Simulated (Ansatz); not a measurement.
**Calculation log, NbC (Fm-3m) (relaxation)**

The sound run that this one varies used r²SCAN, PAW on Ansatz 0.2.0's default frozen-core files (fitted under PBE), scalar-relativistic.

Launched as:

```sh
ansatz run input.yaml --threads 1 --pin off --max-ram 2560MiB --backend cpu --events-out ev --progress --plain --runs-dir out
```

Input file:

```yaml
crystal:
  lattice:
    - [0.0, 2.23455, 2.23455]
    - [2.23455, 0.0, 2.23455]
    - [2.23455, 2.23455, 0.0]
  atoms:
    - { symbol: Nb, position: [0.0, 0.0, 0.0] }
    - { symbol: C, position: [0.5, 0.5, 0.5] }
kpoints:
  mp_grid: { grid: [18, 18, 18] }
scf:
  occupations: { method: fermi_dirac, width: 0.3 }
  n_extra_bands: 0
  max_iter: 50
hamiltonian:
  xc: r2scan
  pseudopotentials: { kind: paw }
relax:
  f_tol: 0.002
  max_steps: 80
  cell: {}
output:
  forces: true
  stress: true
```

One thing in this input is wrong on purpose: too few bands.  Changed keys: scf.n_extra_bands, scf.occupations, scf.max_iter.

Output:

```
Error: inconsistent input (scf.n_extra_bands, scf.occupations.method): n_bands = 9 leaves no empty band above the 9 bands per channel that the deck's 17 electrons occupy, and the occupations search for the Fermi level (a smearing at a finite width, or tetrahedra): a level found among occupied bands alone can fill a metal as an insulator; raise scf.n_extra_bands until at least 10 bands are solved (omitted, it ...
```

The program refused the input.

Cost: 0.16 s on 1 thread of Arm Neoverse V1, on a shared host, peak memory 0.078 GiB.
